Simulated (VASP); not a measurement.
The system is Au.

```xyz
1
Lattice="-1.6204 1.6204 1.6204 1.6204 -1.6204 1.6204 1.6204 1.6204 -1.6204" Properties=species:S:1:pos:R:3 pbc="T T T"
Au    0.0000    0.0000    0.0000
```

This isn't the form of Au at room conditions, which is fcc.

Base run:

| Property | Result |
| --- | --- |
| Program | VASP 6.6.1 |
| Functional | r2SCAN |
| Potentials or basis | VASP PAW PBE potentials, release 64 (Au) |
| Cutoff | 520 eV |
| k mesh | 18 × 18 × 18 |
| Occupations | gaussian, width 0.1 eV |
| Spin | no spin polarisation |

Its results: band gap on the k mesh none (metal or under the smearing width); pressure 5.6 GPa.

Q: The run is repeated on the same cell with these changes: functional from r2SCAN to PBEsol; cutoff from 520 eV to 700 eV. What comes out?

A: Band gap on the k mesh none (metal or under the smearing width); pressure 0.0 GPa.

Caveats: the PAW data sets were made with another functional, which shifts forces and pressure a little.
